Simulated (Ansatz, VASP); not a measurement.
# Si55C53 (Si_C2): VASP beside Ansatz

Aim: how closely do two programs agree when they are given the same cell, functional and k mesh? The structure shown is the start of the Ansatz relaxation below; VASP solves that cell, so the two are compared at the walk's first step.

Method: plane waves, with VASP 6.6.1 beside it; single point at r2SCAN, in Ansatz 0.2.0.

### Step 1. The structure

The cell holds 108 atoms: 55 Si and 53 C. Cell: a = 9.236 Å, b = 9.236 Å, c = 15.108 Å, α = 90.0°, β = 90.0°, γ = 120.0°. It derives from SiC (SiC (P6_3mc)). Nearest the centre at fractional (0.667, 0.667, 0.374): Si55 at 0.05 Å, Si53 at 1.86 Å, Si32 at 1.88 Å, Si26 at 1.90 Å, Si50 at 1.93 Å, C106 at 3.03 Å, C99 at 3.04 Å, C84 at 3.04 Å.

### Step 2. Ansatz: relaxation, r2SCAN

Ansatz runs on its PAW soft_1 files.

The two programs are compared at the cell with which this relaxation starts, whose forces are those of its first step.

input.yaml reads:

```yaml
crystal:
  lattice:
    - [9.23599493, 0.0, 0.0]
    - [-4.61799746, 7.99860624, 0.0]
    - [0.0, 0.0, 15.1078644]
  atoms:
    - { symbol: Si, position: [0.11111111, 0.22222222, 0.8329854] }
    - { symbol: Si, position: [0.22222222, 0.11111111, 0.3329854] }
[... 2 atom lines left out ...]
    - { symbol: Si, position: [0.0, 0.0, 0.49972248] }
[... 2 atom lines left out ...]
    - { symbol: C, position: [0.0, 0.0, 0.37436694] }
[... 5 atom lines left out ...]
    - { symbol: Si, position: [0.22222222, 0.44444444, 0.3329854] }
[... 1 atom line left out ...]
    - { symbol: Si, position: [0.11111111, 0.55555556, 0.16650102] }
    - { symbol: Si, position: [0.0, 0.33333333, 0.49972248] }
[... 2 atom lines left out ...]
    - { symbol: C, position: [0.0, 0.33333333, 0.37436694] }
[... 1 atom line left out ...]
    - { symbol: C, position: [0.22222222, 0.44444444, 0.20799668] }
[... 3 atom lines left out ...]
    - { symbol: Si, position: [0.22222222, 0.77777778, 0.3329854] }
    - { symbol: Si, position: [0.22222222, 0.77777778, 0.66650102] }
    - { symbol: Si, position: [0.11111111, 0.88888889, 0.16650102] }
    - { symbol: Si, position: [0.0, 0.66666667, 0.49972248] }
[... 2 atom lines left out ...]
    - { symbol: C, position: [0.0, 0.66666667, 0.37436694] }
    - { symbol: C, position: [0.11111111, 0.88888889, 0.70799668] }
    - { symbol: C, position: [0.22222222, 0.77777778, 0.20799668] }
    - { symbol: C, position: [0.22222222, 0.77777778, 0.54152848] }
[... 2 atom lines left out ...]
    - { symbol: Si, position: [0.55555556, 0.11111111, 0.3329854] }
[... 2 atom lines left out ...]
    - { symbol: Si, position: [0.33333333, 0.0, 0.49972248] }
[... 2 atom lines left out ...]
    - { symbol: C, position: [0.33333333, 0.0, 0.37436694] }
[... 1 atom line left out ...]
    - { symbol: C, position: [0.55555556, 0.11111111, 0.20799668] }
    - { symbol: C, position: [0.55555556, 0.11111111, 0.54152848] }
[... 2 atom lines left out ...]
    - { symbol: Si, position: [0.55555556, 0.44444444, 0.3329854] }
    - { symbol: Si, position: [0.55555556, 0.44444444, 0.66650102] }
    - { symbol: Si, position: [0.44444444, 0.55555556, 0.16650102] }
    - { symbol: Si, position: [0.33333333, 0.33333333, 0.49972248] }
[... 1 atom line left out ...]
    - { symbol: C, position: [0.33333333, 0.33333333, 0.87436694] }
[... 1 atom line left out ...]
    - { symbol: C, position: [0.44444444, 0.55555556, 0.70799668] }
[... 7 atom lines left out ...]
    - { symbol: Si, position: [0.33333333, 0.66666667, 0.49972248] }
    - { symbol: Si, position: [0.33333333, 0.66666667, 0.99972248] }
[... 2 atom lines left out ...]
    - { symbol: C, position: [0.44444444, 0.88888889, 0.70799668] }
[... 5 atom lines left out ...]
    - { symbol: Si, position: [0.88888889, 0.11111111, 0.66650102] }
[... 5 atom lines left out ...]
    - { symbol: C, position: [0.77777778, 0.22222222, 0.70799668] }
[... 1 atom line left out ...]
    - { symbol: C, position: [0.88888889, 0.11111111, 0.54152848] }
    - { symbol: C, position: [0.77777778, 0.22222222, 0.04152848] }
[... 2 atom lines left out ...]
    - { symbol: Si, position: [0.88888889, 0.44444444, 0.66650102] }
[... 1 atom line left out ...]
    - { symbol: Si, position: [0.66666667, 0.33333333, 0.49972248] }
    - { symbol: Si, position: [0.66666667, 0.33333333, 0.99972248] }
[... 2 atom lines left out ...]
    - { symbol: C, position: [0.77777778, 0.55555556, 0.70799668] }
[... 1 atom line left out ...]
    - { symbol: C, position: [0.88888889, 0.44444444, 0.54152848] }
    - { symbol: C, position: [0.77777778, 0.55555556, 0.04152848] }
[... 2 atom lines left out ...]
    - { symbol: Si, position: [0.88888889, 0.77777778, 0.66650102] }
[... 1 atom line left out ...]
    - { symbol: Si, position: [0.66666667, 0.66666667, 0.49972248] }
    - { symbol: Si, position: [0.66666667, 0.66666667, 0.99972248] }
[... 3 atom lines left out ...]
    - { symbol: C, position: [0.88888889, 0.77777778, 0.20799668] }
    - { symbol: C, position: [0.88888889, 0.77777778, 0.54152848] }
    - { symbol: C, position: [0.77777778, 0.88888889, 0.04152848] }
  host:
    repeats: [3, 3, 1]
    atoms:
      - { symbol: Si, position: [0.33333333, 0.66666667, 0.8329854] }
      - { symbol: Si, position: [0.66666667, 0.33333333, 0.3329854] }
      # ... 10 more atoms of the perfect host
basis:
  ecutwfc: 500
  xc_grid: 2
hamiltonian:
  xc: r2scan
  pseudopotentials: { kind: paw, azcp: { folder: soft_1 } }
kpoints:
  mp_grid: { grid: [1, 1, 1], shift: [0.25, 0.25, 0.25] }
scf:
  occupations: { method: fixed }
  max_iter: 100
output:
  forces: true
  charged_corrections:
    epsilon: [7.09, 7.09, 7.35]
    static_epsilon: [10.43, 10.43, 10.95]
    defect_position: [0.666667, 0.666667, 0.374367]
relax:
  f_tol: 0.02
  max_steps: 80
  random_displacement: { amplitude: 0.05, seed: 247 }
checkpoint:
  write: "../q0.relax.run"
  compress: false
  write_wavefunctions: true
  write_every: 100000
```

Command:

```console
> ansatz run input.yaml --threads 8 --pin off --max-ram 15073MiB --backend cpu --events-out ev --progress --plain --runs-dir out
```

Numbers of over 12 decimals in the logs are rounded to 6 here.

The program printed:

```text
Engine: ansatz 0.2.0, aarch64-unknown-linux-gnu
Pseudopotentials: kind: paw
Pseudopotential: Si, paw, valence charge 4, recommended cutoff 500 eV (meta_gga), soft_1/Si.paw.azcp
Pseudopotential: C, paw, valence charge 4, recommended cutoff 500 eV (meta_gga), soft_1/C.paw.azcp
Functional definition: r2SCAN
  parameter k0 = 0.174
  parameter k1 = 0.065
  parameter a1 = 4.9479
  exchange = r2scan_x(k0 = k0, k1 = k1, a1 = a1)
  correlation = r2scan_c
Crystal: 108 atoms, lattice volume = 1116.095 Å³
Basis set: ecut = 500 eV, 28399 PW (Γ), exchange–correlation on 144×144×240 points (8 copies of the dense FFT grid, shifted against one another)
Bands: 324, of which v1, the nominal top of the filled ones, is band 216 counted from 1 (215 counted from 0)
Symmetry: 1 space group operations
k-points: 1
Non-local potential: Si, projectors of the file, l = 0: 2, l = 1: 2, l = 2: 1
Non-local potential: C, projectors of the file, l = 0: 2, l = 1: 2, l = 2: 1
PAW form: soft (Blöchl's): semilocal exchange-correlation on the pseudo side does not see the compensation charge
PAW frozen core: Si, regenerated for the run's functional (the file was generated under x = pbe(κ = 0.804, μ = 0.219515), c = pbe(β = 0.066725))
PAW frozen core: C, regenerated for the run's functional (the file was generated under x = pbe(κ = 0.804, μ = 0.219515), c = pbe(β = 0.066725))
PAW one-centre angular grid: Si, 302 points (default); XC on 160 Gauss nodes
PAW one-centre angular grid: C, 302 points (default); XC on 219 of its mesh's 2255 points in the sphere
Initial density: superposition of atomic densities (chi_scale 0.1, normalization cell, long waves kept (reshape's long-wave potential 0.26 eV rms))
Initial wavefunctions: pseudopotential atomic-orbital guess
Functional: x = r2scan, c = r2scan; τ floored in thin density (d = 2e-4 eV/Å³)
SCF iter   1: F=—  HF=-48568.571874 eV  |F-HF|=—  |Δ(HF+E_count)|=         —  Δρ=1.31e-1  dr2=2.38e2  dr2_τ=2.69e1  ethr=3.10e-3  ⟨swp⟩=6.0  Hψ=1118  notcnv=0  defer=105
preconditioner: auto → Resta (q_TF=auto, 2.329 Å⁻¹)  ε∞=3.9  [insulator: Δε(μ)=3.678 eV  Ē_g=13.592 eV  n_scr=244 (ndim 8)  ℏωp=23.1 eV  f_vac=0.000  ε∞_Penn≈3.9]
SCF iter   2: F=—  HF=-48509.649936 eV  |F-HF|=—  |Δ(HF+E_count)|=    5.89e1  Δρ=4.93e-2  dr2=2.62e1  dr2_τ=2.62e0  ethr=3.10e-3  ⟨swp⟩=4.0  Hψ=679  notcnv=0  defer=106
SCF iter   3: F=—  HF=-48510.797387 eV  |F-HF|=—  |Δ(HF+E_count)|=    1.15e0  Δρ=1.84e-2  dr2=2.60e0  dr2_τ=9.30e-2  ethr=3.10e-3  ⟨swp⟩=3.0  Hψ=434  notcnv=0  defer=106
SCF iter   4: F=—  HF=-48511.249061 eV  |F-HF|=—  |Δ(HF+E_count)|=   4.52e-1  Δρ=2.15e-3  dr2=3.93e-2  dr2_τ=4.34e-3  ethr=6.02e-4  ⟨swp⟩=2.0  Hψ=498  notcnv=0  defer=105
SCF iter   5: F=—  HF=-48511.253112 eV  |F-HF|=—  |Δ(HF+E_count)|=   4.05e-3  Δρ=4.59e-4  dr2=2.34e-3  dr2_τ=1.87e-4  ethr=9.10e-6  ⟨swp⟩=3.0  Hψ=441  notcnv=0  defer=106
SCF iter   6: F=—  HF=-48511.253292 eV  |F-HF|=—  |Δ(HF+E_count)|=   1.80e-4  Δρ=1.35e-4  dr2=2.55e-4  dr2_τ=2.82e-5  ethr=5.41e-7  ⟨swp⟩=2.0  Hψ=416  notcnv=0  defer=106
SCF iter   7: F=—  HF=-48511.253275 eV  |F-HF|=—  |Δ(HF+E_count)|=   1.76e-5  Δρ=3.11e-5  dr2=1.03e-5  dr2_τ=8.17e-7  ethr=5.91e-8  ⟨swp⟩=2.0  Hψ=436  notcnv=0  defer=106
SCF iter   8: F=-48511.253276 eV  HF=-48511.253277 eV  |F-HF|=3.70e-7  |Δ(HF+E_count)|=   2.08e-6  Δρ=7.28e-6  dr2=8.59e-7  dr2_τ=6.79e-8  ethr=2.31e-9  ⟨swp⟩=4.0  Hψ=922  notcnv=0
SCF 1 converged in 8 iterations: F = -48511.253276 eV  dr2 = 8.59e-7
  greatest PAW one-centre occupation: 0.780 electrons in one spin orbital (limit 2), on the Si atom at site 103 (counted from 0), in its partial waves of l = 0
relax step   1: F+E_penalty+E_count = -48511.25327645 eV  Δ(F+E_penalty+E_count) = +0.000e0 eV  max|allowed force component| = 1.162e1 eV/Å  Δτ_max = 0.0000 Å  (8 SCF iters, dr2 threshold 1.00e-5 eV, accepted)
Initial density: handed on by an earlier stage of this run
Initial wavefunctions: those handed on with the density
iter 1 solved again at ethr=1.67e-4 eV; its pass at ethr=3.10e-3 eV (dr2=7.20e-1 eV) is discarded
SCF iter   1: F=—  HF=-48517.564364 eV  |F-HF|=—  |Δ(HF+E_count)|=         —  Δρ=7.74e-3  dr2=7.10e-1  dr2_τ=3.90e-1  ethr=1.67e-4  ⟨swp⟩=2.0  Hψ=1135  notcnv=0  defer=105
preconditioner: auto → Resta (q_TF=auto, 2.329 Å⁻¹)  ε∞=4.2  [insulator: Δε(μ)=2.589 eV  Ē_g=12.838 eV  n_scr=244 (ndim 8)  ℏωp=23.1 eV  f_vac=0.000  ε∞_Penn≈4.2]
SCF iter   2: F=—  HF=-48517.615955 eV  |F-HF|=—  |Δ(HF+E_count)|=   5.16e-2  Δρ=4.16e-3  dr2=1.66e-1  dr2_τ=1.56e-3  ethr=1.64e-4  ⟨swp⟩=3.0  Hψ=387  notcnv=0  defer=106
SCF iter   3: F=—  HF=-48517.597150 eV  |F-HF|=—  |Δ(HF+E_count)|=   1.88e-2  Δρ=6.70e-4  dr2=3.93e-3  dr2_τ=4.02e-4  ethr=3.84e-5  ⟨swp⟩=3.0  Hψ=388  notcnv=0  defer=106
SCF iter   4: F=—  HF=-48517.597879 eV  |F-HF|=—  |Δ(HF+E_count)|=   7.30e-4  Δρ=1.74e-4  dr2=3.21e-4  dr2_τ=3.39e-5  ethr=9.11e-7  ⟨swp⟩=2.0  Hψ=534  notcnv=0  defer=106
[...]
- { symbol: Si, position: [0.222784, 0.110642, 0.667211] }
    - { symbol: Si, position: [0.111361, 0.222032, 0.166303] }
    - { symbol: Si, position: [0.000542824, -4.5839635141703154e-5, 0.500300] }
    - { symbol: Si, position: [0.000948559, -0.000207933, 0.999204] }
    - { symbol: C, position: [0.00122924, -0.000474754, 0.874442] }
    - { symbol: C, position: [0.0047965, 0.0054731, 0.374662] }
    - { symbol: C, position: [0.111618, 0.221816, 0.707984] }
    - { symbol: C, position: [0.222568, 0.110851, 0.207122] }
    - { symbol: C, position: [0.222572, 0.110943, 0.542393] }
    - { symbol: C, position: [0.111609, 0.221899, 0.041513] }
    - { symbol: Si, position: [0.111778, 0.554734, 0.832780] }
    - { symbol: Si, position: [0.222219, 0.444748, 0.332991] }
    - { symbol: Si, position: [0.222797, 0.444323, 0.666449] }
    - { symbol: Si, position: [0.111332, 0.555487, 0.166317] }
    - { symbol: Si, position: [-0.000102647, 0.333621, 0.499395] }
    - { symbol: Si, position: [0.00071936, 0.332769, 0.999536] }
    - { symbol: C, position: [0.000978081, 0.332474, 0.874384] }
    - { symbol: C, position: [-0.000394279, 0.333857, 0.374255] }
    - { symbol: C, position: [0.111576, 0.554982, 0.707982] }
    - { symbol: C, position: [0.222329, 0.444555, 0.208069] }
    - { symbol: C, position: [0.222649, 0.444700, 0.541288] }
    - { symbol: C, position: [0.111604, 0.555058, 0.041519] }
    - { symbol: Si, position: [0.112599, 0.888553, 0.833768] }
    - { symbol: Si, position: [0.222094, 0.778064, 0.332615] }
    - { symbol: Si, position: [0.222816, 0.777957, 0.667263] }
    - { symbol: Si, position: [0.114101, 0.890100, 0.163075] }
    - { symbol: Si, position: [0.000734729, 0.668066, 0.500291] }
    - { symbol: Si, position: [0.000912804, 0.665926, 0.999201] }
    - { symbol: C, position: [0.00120541, 0.665646, 0.874453] }
    - { symbol: C, position: [0.00513885, 0.667785, 0.374667] }
    - { symbol: C, position: [0.113357, 0.889239, 0.709994] }
    - { symbol: C, position: [0.222612, 0.778477, 0.207131] }
    - { symbol: C, position: [0.222684, 0.778345, 0.542414] }
    - { symbol: C, position: [0.113226, 0.889265, 0.039417] }
    - { symbol: Si, position: [0.444903, 0.220839, 0.833771] }
    - { symbol: Si, position: [0.555330, 0.111325, 0.332621] }
    - { symbol: Si, position: [0.555460, 0.110586, 0.667260] }
    - { symbol: Si, position: [0.443291, 0.219324, 0.163094] }
    - { symbol: Si, position: [0.333276, 0.000211809, 0.500097] }
    - { symbol: Si, position: [0.334091, -0.000548565, 0.997677] }
    - { symbol: C, position: [0.334317, -0.000845982, 0.874278] }
    - { symbol: C, position: [0.332992, 0.000431664, 0.374361] }
    - { symbol: C, position: [0.444201, 0.220027, 0.710003] }
    - { symbol: C, position: [0.554924, 0.110797, 0.207134] }
    - { symbol: C, position: [0.555155, 0.110807, 0.542410] }
    - { symbol: C, position: [0.444239, 0.220353, 0.039426] }
    - { symbol: Si, position: [0.444830, 0.554708, 0.833520] }
    - { symbol: Si, position: [0.541131, 0.416552, 0.326237] }
[...]
- { symbol: Si, position: [0.667556, 0.332597, 0.999205] }
[...]
- { symbol: C, position: [0.888789, 0.444617, 0.208120] }
    - { symbol: C, position: [0.888744, 0.444769, 0.541231] }
    - { symbol: C, position: [0.778499, 0.555044, 0.040885] }
    - { symbol: Si, position: [0.778726, 0.888614, 0.833524] }
    - { symbol: Si, position: [0.916891, 0.792322, 0.326230] }
    - { symbol: Si, position: [0.892353, 0.779136, 0.669720] }
    - { symbol: Si, position: [0.778440, 0.889592, 0.165433] }
    - { symbol: Si, position: [0.666767, 0.666720, 0.517657] }
    - { symbol: Si, position: [0.667382, 0.666114, 0.999470] }
    - { symbol: C, position: [0.667642, 0.665819, 0.874568] }
    - { symbol: Si, position: [0.666527, 0.666928, 0.374848] }
    - { symbol: C, position: [0.778519, 0.888838, 0.709141] }
    - { symbol: C, position: [0.894138, 0.780658, 0.203072] }
    - { symbol: C, position: [0.894527, 0.780791, 0.546630] }
    - { symbol: C, position: [0.778506, 0.888850, 0.040875] }
```

(Continued in part 2 of 2.)

[Lines on the potential files, build, host, timing and source positions are cut from VASP's logs without a mark.]

[Logs are printed without paths, hosts, clocks, repeated set-up lines and the standing remarks that a program may print on its own settings, such as how far it seeks lower states.]

[Hosts, paths, dates, database ids (printed as entryN), source tags and the programs' standing remarks are cut or masked in the printed files.]
